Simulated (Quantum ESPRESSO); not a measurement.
# Mo (Im-3m) in Quantum ESPRESSO: a series of runs

The runs below take Mo through band structure, with PBE.

Everything below comes from runs of Quantum ESPRESSO 7.5. Logs are shortened: lines on timing, memory, paths and dates and some standing lists are left out, and cuts for length are marked.

### 1 Starting point

It takes space group Im-3m (No. 229, cubic). The conventional cell has a = 3.168 Å, b = 3.168 Å, c = 3.168 Å, α = 90.00°, β = 90.00°, γ = 90.00°. Mo (site symmetry m-3m) has 8 Mo at 2.74 Å as nearest neighbours.

### 2 Band structure, PBE

The input, pw.in:

```
&CONTROL
  calculation = 'scf'
  prefix = 'pwscf'
  outdir = './tmp'
  pseudo_dir = './pseudo'
  tprnfor = .true.
  tstress = .true.
  disk_io = 'low'
/
&SYSTEM
  ibrav = 0
  nat = 1
  ntyp = 1
  ecutwfc = 80
  nbnd = 13
  occupations = 'smearing'
  smearing = 'fd'
  degauss = 0.00367493
/
&ELECTRONS
  conv_thr = 2d-10
  electron_maxstep = 120
  mixing_beta = 0.5
/
ATOMIC_SPECIES
Mo    95.9500 Mo.upf
CELL_PARAMETERS bohr
  -2.9929651906    2.9929651906    2.9929651906
   2.9929651906   -2.9929651906    2.9929651906
   2.9929651906    2.9929651906   -2.9929651906
ATOMIC_POSITIONS bohr
Mo     0.0000000000    0.0000000000    0.0000000000
K_POINTS automatic
12 12 12 0 0 0
```

The input, bands.in:

```
&CONTROL
  calculation = 'bands'
  prefix = 'pwscf'
  outdir = './tmp'
  pseudo_dir = './pseudo'
  disk_io = 'low'
  verbosity = 'high'
/
&SYSTEM
  ibrav = 0
  nat = 1
  ntyp = 1
  ecutwfc = 80
  nbnd = 13
  occupations = 'smearing'
  smearing = 'fd'
  degauss = 0.00367493
/
&ELECTRONS
  conv_thr = 1d-08
  electron_maxstep = 120
  mixing_beta = 0.5
  diago_full_acc = .true.
  startingwfc = 'random'
/
ATOMIC_SPECIES
Mo    95.9500 Mo.upf
CELL_PARAMETERS bohr
  -2.9929651906    2.9929651906    2.9929651906
   2.9929651906   -2.9929651906    2.9929651906
   2.9929651906    2.9929651906   -2.9929651906
ATOMIC_POSITIONS bohr
Mo     0.0000000000    0.0000000000    0.0000000000
K_POINTS crystal
60
 0.0000000000  0.0000000000  0.0000000000 1
 0.0416666667 -0.0416666667  0.0416666667 1
 0.0833333333 -0.0833333333  0.0833333333 1
 0.1250000000 -0.1250000000  0.1250000000 1
 0.1666666667 -0.1666666667  0.1666666667 1
 0.2083333333 -0.2083333333  0.2083333333 1
 0.2500000000 -0.2500000000  0.2500000000 1
 0.2916666667 -0.2916666667  0.2916666667 1
 0.3333333333 -0.3333333333  0.3333333333 1
 0.3750000000 -0.3750000000  0.3750000000 1
 0.4166666667 -0.4166666667  0.4166666667 1
 0.4583333333 -0.4583333333  0.4583333333 1
 0.5000000000 -0.5000000000  0.5000000000 1
 0.4375000000 -0.4375000000  0.5000000000 1
 0.3750000000 -0.3750000000  0.5000000000 1
 0.3125000000 -0.3125000000  0.5000000000 1
 0.2500000000 -0.2500000000  0.5000000000 1
 0.1875000000 -0.1875000000  0.5000000000 1
 0.1250000000 -0.1250000000  0.5000000000 1
 0.0625000000 -0.0625000000  0.5000000000 1
 0.0000000000  0.0000000000  0.5000000000 1
 0.0000000000  0.0000000000  0.4444444444 1
 0.0000000000  0.0000000000  0.3888888889 1
 0.0000000000  0.0000000000  0.3333333333 1
 0.0000000000  0.0000000000  0.2777777778 1
 0.0000000000  0.0000000000  0.2222222222 1
 0.0000000000  0.0000000000  0.1666666667 1
 0.0000000000  0.0000000000  0.1111111111 1
 0.0000000000  0.0000000000  0.0555555556 1
 0.0000000000  0.0000000000  0.0000000000 1
 0.0227272727  0.0227272727  0.0227272727 1
 0.0454545455  0.0454545455  0.0454545455 1
 0.0681818182  0.0681818182  0.0681818182 1
 0.0909090909  0.0909090909  0.0909090909 1
 0.1136363636  0.1136363636  0.1136363636 1
 0.1363636364  0.1363636364  0.1363636364 1
 0.1590909091  0.1590909091  0.1590909091 1
 0.1818181818  0.1818181818  0.1818181818 1
 0.2045454545  0.2045454545  0.2045454545 1
 0.2272727273  0.2272727273  0.2272727273 1
 0.2500000000  0.2500000000  0.2500000000 1
 0.2708333333  0.1875000000  0.2708333333 1
 0.2916666667  0.1250000000  0.2916666667 1
 0.3125000000  0.0625000000  0.3125000000 1
 0.3333333333  0.0000000000  0.3333333333 1
 0.3541666667 -0.0625000000  0.3541666667 1
 0.3750000000 -0.1250000000  0.3750000000 1
 0.3958333333 -0.1875000000  0.3958333333 1
 0.4166666667 -0.2500000000  0.4166666667 1
 0.4375000000 -0.3125000000  0.4375000000 1
 0.4583333333 -0.3750000000  0.4583333333 1
 0.4791666667 -0.4375000000  0.4791666667 1
 0.5000000000 -0.5000000000  0.5000000000 1
 0.2500000000  0.2500000000  0.2500000000 1
 0.2083333333  0.2083333333  0.2916666667 1
 0.1666666667  0.1666666667  0.3333333333 1
 0.1250000000  0.1250000000  0.3750000000 1
 0.0833333333  0.0833333333  0.4166666667 1
 0.0416666667  0.0416666667  0.4583333333 1
 0.0000000000  0.0000000000  0.5000000000 1
```

Potentials or basis: PseudoDojo 0.4.1 SR PBE standard.

Started as:

```sh
$ OMP_NUM_THREADS=1 pw.x -in pw.in > pw.out
$ OMP_NUM_THREADS=1 pw.x -in bands.in > bands.out
```

pw.out:

```text
This program is part of the open-source Quantum ESPRESSO suite
     for quantum simulation of materials; please cite
         "P. Giannozzi et al., J. Phys.:Condens. Matter 21 395502 (2009);
         "P. Giannozzi et al., J. Phys.:Condens. Matter 29 465901 (2017);
         "P. Giannozzi et al., J. Chem. Phys. 152 154105 (2020);
     in publications or presentations arising from this work. More details at

     Message from routine setup:
     using ibrav=0 with symmetry is DISCOURAGED, use correct ibrav instead

     G-vector sticks info
     --------------------
     sticks:   dense  smooth     PW     G-vecs:    dense   smooth      PW
     Sum         645     645    229                10425    10425    2243

     Using Slab Decomposition

     bravais-lattice index     =            0
     lattice parameter (alat)  =       5.1840  a.u.
     unit-cell volume          =     107.2420 (a.u.)^3
     number of atoms/cell      =            1
     number of atomic types    =            1
     number of electrons       =        14.00
     number of Kohn-Sham states=           13
     kinetic-energy cutoff     =      80.0000  Ry
     charge density cutoff     =     320.0000  Ry
     scf convergence threshold =      2.0E-10
     mixing beta               =       0.5000
     number of iterations used =            8  plain     mixing
     Exchange-correlation= PBE
                           (   1   4   3   4   0   0   0)

     celldm(1)=   5.183968  celldm(2)=   0.000000  celldm(3)=   0.000000
     celldm(4)=   0.000000  celldm(5)=   0.000000  celldm(6)=   0.000000

     crystal axes: (cart. coord. in units of alat)
               a(1) = (  -0.577350   0.577350   0.577350 )
               a(2) = (   0.577350  -0.577350   0.577350 )
               a(3) = (   0.577350   0.577350  -0.577350 )

     reciprocal axes: (cart. coord. in units 2 pi/alat)
               b(1) = ( -0.000000  0.866025  0.866025 )
               b(2) = (  0.866025 -0.000000  0.866025 )
               b(3) = (  0.866025  0.866025  0.000000 )

     PseudoPot. # 1 for Mo read from file:
     Mo.upf
     Pseudo is Norm-conserving + core correction, Zval = 14.0
     Generated using ONCVPSP code by D. R. Hamann
     Using radial grid of 1640 points,  6 beta functions with:
                l(1) =   0
                l(2) =   0
                l(3) =   1
                l(4) =   1
                l(5) =   2
                l(6) =   2

     atomic species   valence    mass     pseudopotential
     Mo               14.00    95.95000     Mo( 1.00)

     48 Sym. Ops., with inversion, found

   Cartesian axes

     site n.     atom                  positions (alat units)
         1        Mo     tau(   1) = (   0.0000000   0.0000000   0.0000000  )

     number of k points=    72  Fermi-Dirac smearing, width (Ry)=  0.0037
                       cart. coord. in units 2pi/alat
        k(    1) = (   0.0000000   0.0000000   0.0000000), wk =   0.0011574
        k(    2) = (   0.0721688   0.0721688   0.0000000), wk =   0.0138889
        k(    3) = (   0.1443376   0.1443376   0.0000000), wk =   0.0138889
        k(    4) = (   0.2165064   0.2165064   0.0000000), wk =   0.0138889
        k(    5) = (   0.2886751   0.2886751   0.0000000), wk =   0.0138889
        k(    6) = (   0.3608439   0.3608439   0.0000000), wk =   0.0138889
[... 64 lines left out ...]
        k(   71) = (  -0.8660254  -0.0721688  -0.0721688), wk =   0.0138889
        k(   72) = (  -0.8660254  -0.8660254  -0.8660254), wk =   0.0011574

     Dense  grid:    10425 G-vectors     FFT dimensions: (  30,  30,  30)

     Initial potential from superposition of free atoms

     starting charge      13.9986, renormalised to      14.0000
     Starting wfcs are   10 randomized atomic wfcs +    3 random wfcs

     Self-consistent Calculation

     iteration #  1     ecut=    80.00 Ry     beta= 0.50
     Davidson diagonalization with overlap
     ethr =  1.00E-02,  avg # of iterations =  3.8

     Threshold (ethr) on eigenvalues was too large:
     Diagonalizing with lowered threshold

     Davidson diagonalization with overlap
     ethr =  9.08E-04,  avg # of iterations =  1.2

     total energy              =    -140.53881512 Ry
     estimated scf accuracy    <       0.12873794 Ry

     iteration #  2     ecut=    80.00 Ry     beta= 0.50
     Davidson diagonalization with overlap
     ethr =  9.20E-04,  avg # of iterations =  1.9

     total energy              =    -140.55755985 Ry
     estimated scf accuracy    <       0.00415128 Ry

     iteration #  3     ecut=    80.00 Ry     beta= 0.50
     Davidson diagonalization with overlap
     ethr =  2.97E-05,  avg # of iterations =  2.2

     total energy              =    -140.55771889 Ry
     estimated scf accuracy    <       0.00071472 Ry

     iteration #  4     ecut=    80.00 Ry     beta= 0.50
     Davidson diagonalization with overlap
     ethr =  5.11E-06,  avg # of iterations =  1.5

     total energy              =    -140.55773762 Ry
     estimated scf accuracy    <       0.00000322 Ry

     iteration #  5     ecut=    80.00 Ry     beta= 0.50
     Davidson diagonalization with overlap
     ethr =  2.30E-08,  avg # of iterations =  2.2

     total energy              =    -140.55773901 Ry
     estimated scf accuracy    <       0.00000021 Ry

     iteration #  6     ecut=    80.00 Ry     beta= 0.50
     Davidson diagonalization with overlap
     ethr =  1.53E-09,  avg # of iterations =  1.9

     total energy              =    -140.55773904 Ry
     estimated scf accuracy    <          3.8E-09 Ry

     iteration #  7     ecut=    80.00 Ry     beta= 0.50
     Davidson diagonalization with overlap
     ethr =  2.74E-11,  avg # of iterations =  2.1

     total energy              =    -140.55773904 Ry
     estimated scf accuracy    <          2.9E-10 Ry

     iteration #  8     ecut=    80.00 Ry     beta= 0.50
     Davidson diagonalization with overlap
     ethr =  2.08E-12,  avg # of iterations =  1.7

     End of self-consistent calculation

          k = 0.0000 0.0000 0.0000 (  1289 PWs)   bands (ev):

   -40.3265 -13.6260 -13.6260 -13.6260  13.7888  19.6353  19.6353  19.6353
    22.5927  22.5927  35.8674  35.8674  35.8674

          k = 0.0722 0.0722 0.0000 (  1292 PWs)   bands (ev):

   -40.3103 -13.7208 -13.6554 -13.6266  14.0869  19.4696  19.6045  19.9168
    22.3637  22.5989  36.0754  36.3673  36.4093

          k = 0.1443 0.1443 0.0000 (  1302 PWs)   bands (ev):

   -40.2657 -13.9752 -13.7349 -13.6285  14.8764  19.0479  19.4589  20.7347
    22.0398  22.6390  36.3494  37.3423  37.7770

          k = 0.2165 0.2165 0.0000 (  1312 PWs)   bands (ev):

   -40.2043 -14.3121 -13.8418 -13.6310  15.7435  18.5308  19.4273  22.0016
    22.0776  22.7515  35.7748  36.9648  39.8830

          k = 0.2887 0.2887 0.0000 (  1310 PWs)   bands (ev):

   -40.1422 -14.6380 -13.9469 -13.6337  16.0162  18.0665  20.2433  22.3901
    22.9402  23.5355  34.4805  35.1280  41.6490

          k = 0.3608 0.3608 0.0000 (  1296 PWs)   bands (ev):

   -40.0963 -14.8703 -14.0226 -13.6357  15.8478  17.7534  21.6294  22.6791
    23.1383  24.9593  33.2016  33.3834  39.1624

          k =-0.4330-0.4330 0.0000 (  1312 PWs)   bands (ev):

   -40.0794 -14.9542 -14.0501 -13.6364  15.7433  17.6437  22.5205  22.6139
    23.2265  25.5923  32.3388  32.9681  38.1676

          k = 0.1443 0.0722 0.0722 (  1306 PWs)   bands (ev):

   -40.2799 -13.8957 -13.6877 -13.6497  14.6388  19.2619  19.3755  20.5230
    22.0299  22.6801  36.4744  37.0817  37.2198

          k = 0.2165 0.1443 0.0722 (  1308 PWs)   bands (ev):

   -40.2269 -14.1796 -13.7836 -13.6609  15.5366  18.8061  19.1371  21.6352
    21.8389  22.8423  36.5331  37.3316  38.4931

          k = 0.2887 0.2165 0.0722 (  1305 PWs)   bands (ev):

   -40.1650 -14.4934 -13.9049 -13.6659  16.1863  18.3118  19.3669  22.0113
    23.0008  23.1871  35.3111  36.1966  40.3936

          k = 0.3608 0.2887 0.0722 (  1300 PWs)   bands (ev):

   -40.1109 -14.7568 -14.0100 -13.6695  16.1578  17.9350  20.4239  22.4022
    23.2397  24.7844  33.8075  34.3860  39.4328

          k = 0.4330 0.3608 0.0722 (  1298 PWs)   bands (ev):

   -40.0795 -14.9058 -14.0702 -13.6715  15.9750  17.7343  21.4318  22.5515
    23.5903  25.9782  32.3920  33.4321  37.9410

          k = 0.2887 0.1443 0.1443 (  1308 PWs)   bands (ev):

   -40.1734 -14.4236 -13.8784 -13.7070  16.3714  18.5450  18.7503  21.7503
    23.0025  23.2609  35.9928  36.7515  39.2043

          k = 0.3608 0.2165 0.1443 (  1301 PWs)   bands (ev):

   -40.1194 -14.6415 -14.0179 -13.7282  16.7373  18.1492  19.1785  22.0032
    23.2860  24.9784  34.3902  35.6600  38.8810
[... 243 lines left out ...]
   -39.9929 -14.7523 -14.3019 -14.1022  16.6872  17.7004  20.2152  21.2773
    25.2097  28.3539  31.4812  34.8069  37.9979

          k =-0.7939-0.1443-0.2165 (  1297 PWs)   bands (ev):

   -39.9770 -14.6712 -14.4216 -14.1540  16.7237  17.1547  20.3876  22.3600
    24.5477  28.7603  31.9472  33.6104  39.1787

          k =-0.7217-0.1443-0.1443 (  1289 PWs)   bands (ev):

   -39.9659 -14.5790 -14.5790 -14.1533  16.8120  16.8120  20.2781  23.7605
    23.7605  31.1858  31.1858  31.2738  40.3319

          k =-0.0000-0.0000 0.5774 (  1296 PWs)   bands (ev):

   -39.9981 -14.5010 -14.3082 -14.3082  16.9076  17.1535  21.6570  21.6570
    23.1885  25.9320  35.6506  35.6506  37.2082

          k = 0.0000-0.0722 0.6495 (  1291 PWs)   bands (ev):

   -39.9624 -14.5961 -14.3930 -14.3345  16.4453  16.7551  21.9792  22.2757
    24.3089  27.5310  33.1085  33.7860  38.7215

          k =-0.8660-0.1443-0.1443 (  1292 PWs)   bands (ev):

   -39.9493 -14.6487 -14.4238 -14.3256  16.2934  16.5866  21.9822  22.4468
    25.0281  29.3555  30.9399  32.9000  39.7630

          k =-0.7939-0.0722-0.1443 (  1293 PWs)   bands (ev):

   -39.9391 -14.5951 -14.5066 -14.3510  16.1863  16.3289  22.1309  23.5881
    24.5699  29.3333  31.6197  31.7591  40.1305

          k = 0.0000 0.0000 0.7217 (  1280 PWs)   bands (ev):

   -39.9292 -14.5439 -14.4799 -14.4799  15.9721  16.1458  23.5221  23.5221
    24.3664  28.4430  31.9177  31.9177  39.6954

          k =-0.8660-0.0722-0.0722 (  1286 PWs)   bands (ev):

   -39.9171 -14.5716 -14.5114 -14.4854  15.8333  15.8897  23.8361  24.0313
    24.8989  29.8131  30.3092  30.9716  40.7302

          k =-0.8660-0.8660-0.8660 (  1264 PWs)   bands (ev):

   -39.9052 -14.5432 -14.5432 -14.5432  15.6524  15.6524  24.8523  24.8523
    24.8523  29.9289  29.9289  29.9289  40.3156

     the Fermi energy is    20.9219 ev

!    total energy              =    -140.55773904 Ry
     estimated scf accuracy    <          4.5E-12 Ry
     smearing contrib. (-TS)   =      -0.00018742 Ry
     internal energy E=F+TS    =    -140.55755162 Ry

     The total energy is F=E-TS. E is the sum of the following terms:
     one-electron contribution =     -18.78256729 Ry
     hartree contribution      =      17.99674612 Ry
     xc contribution           =     -20.61067934 Ry
     ewald contribution        =    -119.16105111 Ry

     convergence has been achieved in   8 iterations

     Forces acting on atoms (cartesian axes, Ry/au):

     atom    1 type  1   force =     0.00000000    0.00000000    0.00000000

     Total force =     0.000000     Total SCF correction =     0.000000

     Computing stress (Cartesian axis) and pressure

          total   stress  (Ry/bohr**3)                   (kbar)     P=      -15.21
  -0.00010342  -0.00000000  -0.00000000          -15.21       -0.00       -0.00
  -0.00000000  -0.00010342  -0.00000000           -0.00      -15.21       -0.00
   0.00000000   0.00000000  -0.00010342            0.00        0.00      -15.21

=------------------------------------------------------------------------------=
   JOB DONE.
=------------------------------------------------------------------------------=
```

Run time: 23 s. Hardware: 1 thread of Arm Neoverse V1, shared host; peak memory 0.09 GiB.

What came out:

```
Free energy            : -1912.3855 eV
Pressure               : -1.5 GPa
Band gap on the k mesh : none (metal or under the smearing width)
```

Levels at the corners of the path, in eV from the Fermi level:
```
point  band 5  band 6  band 7  band 8  band 9  band 10
    Γ   -7.13   -1.29   -1.29   -1.29    1.67     1.67
    H   -5.27   -5.27    3.93    3.93    3.93     9.01
    N   -5.18   -3.28    1.60    1.69    2.30     4.67
    Γ   -7.13   -1.29   -1.29   -1.29    1.67     1.67
    P   -2.54   -2.54   -2.54    2.42    2.42     9.50
    H   -5.27   -5.27    3.93    3.93    3.93     9.01
    P   -2.54   -2.54   -2.54    2.42    2.42     9.50
    N   -5.18   -3.28    1.60    1.69    2.30     4.67
```

### 3 Band structure, PBE, spin-orbit coupling, no magnetisation

pw.in: that of step 2 with these lines changed.

```diff
@@ -14,3 +14,3 @@
   ecutwfc = 80
-  nbnd = 13
+  nbnd = 26
   occupations = 'smearing'
@@ -18,2 +18,4 @@
   degauss = 0.00367493
+  noncolin = .true.
+  lspinorb = .true.
 /
```

The input, pp_density.in:

```
&INPUTPP
  prefix = 'pwscf'
  outdir = './tmp'
  filplot = 'density.dat'
  plot_num = 0
/
&PLOT
  nfile = 1
  filepp(1) = 'density.dat'
  iflag = 3
  output_format = 6
  fileout = 'density.cube'
/
```

The input, pp_potential.in:

```
&INPUTPP
  prefix = 'pwscf'
  outdir = './tmp'
  filplot = 'potential.dat'
  plot_num = 11
/
&PLOT
  nfile = 1
  filepp(1) = 'potential.dat'
  iflag = 3
  output_format = 6
  fileout = 'potential.cube'
/
```

bands.in: that of step 2 with these lines changed.

```diff
@@ -13,3 +13,3 @@
   ecutwfc = 80
-  nbnd = 13
+  nbnd = 26
   occupations = 'smearing'
@@ -17,2 +17,4 @@
   degauss = 0.00367493
+  noncolin = .true.
+  lspinorb = .true.
 /
```

Potentials or basis: PseudoDojo 0.4 FR PBE standard.

Started as:

```sh
$ OMP_NUM_THREADS=1 pw.x -in pw.in > pw.out
$ OMP_NUM_THREADS=1 pp.x -in pp_density.in > pp_density.out
$ OMP_NUM_THREADS=1 pp.x -in pp_potential.in > pp_potential.out
$ OMP_NUM_THREADS=1 pw.x -in bands.in > bands.out
```

Run time: 1.8 min. Hardware: 1 thread of Arm Neoverse V1, shared host; peak memory 0.12 GiB.

It converged, with:

| Item | Value |
| --- | --- |
| Free energy | -1912.2582 eV |
| Pressure | -1.2 GPa |
| Band gap on the k mesh | none (metal or under the smearing width) |

Levels at the corners of the path, in eV from the Fermi level:
| point | band 11 | band 12 | band 13 | band 14 | band 15 | band 16 | band 17 | band 18 |
| --- | --- | --- | --- | --- | --- | --- | --- | --- |
| Γ | -1.34 | -1.34 | -1.34 | -1.34 | -1.20 | -1.20 | 1.68 | 1.68 |
| H | -5.28 | -5.28 | 3.87 | 3.87 | 3.87 | 3.87 | 4.07 | 4.07 |
| N | -3.28 | -3.28 | 1.59 | 1.59 | 1.69 | 1.69 | 2.31 | 2.31 |
| Γ | -1.34 | -1.34 | -1.34 | -1.34 | -1.20 | -1.20 | 1.68 | 1.68 |
| P | -2.51 | -2.51 | -2.51 | -2.51 | 2.43 | 2.43 | 2.43 | 2.43 |
| H | -5.28 | -5.28 | 3.87 | 3.87 | 3.87 | 3.87 | 4.07 | 4.07 |
| P | -2.51 | -2.51 | -2.51 | -2.51 | 2.43 | 2.43 | 2.43 | 2.43 |
| N | -3.28 | -3.28 | 1.59 | 1.59 | 1.69 | 1.69 | 2.31 | 2.31 |
